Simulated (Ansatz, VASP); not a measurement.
## Two plane-wave programs on Os

```
Os
1.0
     2.71450    0.00000    0.00000
    -1.35725    2.35083    0.00000
     0.00000    0.00000    4.29317
Os
2
Direct
  0.33333 0.66667 0.25000
  0.66667 0.33333 0.75000
```

Alike in both runs: functional LDA; k mesh 18 × 18 × 10; occupations gaussian, width 0.1 eV; no spin polarisation.

Ansatz relaxed the structure, and its values are those at the end. VASP's run is a single point on that final structure, the one shown.

|  | VASP | Ansatz |
| --- | --- | --- |
| version | VASP 6.6.1 | Ansatz 0.2.0 |
| potentials or method | VASP PAW LDA potentials, release 64 (Os) | scalar-relativistic, plane waves, PAW |
| plane-wave cutoff (eV) | 520 | 420 |
| valence electrons in the cell | 16 | 32 |

VASP gave:

| Property | Result |
| --- | --- |
| gap on the k mesh at the Fermi level (eV) | none |
| pressure (GPa) | 1.0 |

Task: Which values does Ansatz return?

Result: gap on the k mesh at the Fermi level (eV): none; pressure (GPa): 0.0.

A gap of «none» marks a metal or a gap that the smearing closes. The two sets of potentials don't hold the same shells in valence.

The runs have no spin-orbit coupling, so splittings on Os are missing.
